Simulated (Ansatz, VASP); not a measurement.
**CaF2 (Fluorite): VASP beside Ansatz**

```
Ca F
1.0
     0.00000    2.78456    2.78456
     2.78456    0.00000    2.78456
     2.78456    2.78456    0.00000
Ca F
1 2
Direct
  0.00000 0.00000 0.00000
  0.75000 0.75000 0.75000
  0.25000 0.25000 0.25000
```

Change from the starting cell: volume scaled by 1.06.

Alike in both runs: task single point; functional PBE; k mesh 8 × 8 × 8; occupations fermi-dirac, width 0.05 eV; no spin polarisation.

```csv
,VASP,Ansatz
version,VASP 6.6.1,Ansatz 0.2.0
potentials or method,"VASP PAW PBE potentials, release 64 (Ca_sv, F)",Ansatz PAW
plane-wave cutoff (eV),520,420
valence electrons in the cell,24,24
```

Ansatz gave:

* gap on the k mesh at the Fermi level (eV): 6.96
* least direct gap on the mesh (eV): 7.21
* pressure (GPa): -2.3

Q: Which values does VASP return?

A: gap on the k mesh at the Fermi level (eV): 6.94; least direct gap on the mesh (eV): 7.19; pressure (GPa): -2.1.

Caveats: the pressure holds a Pulay correction of +0.5 GPa for the finite cutoff (Ansatz). A k mesh can miss the band edges.
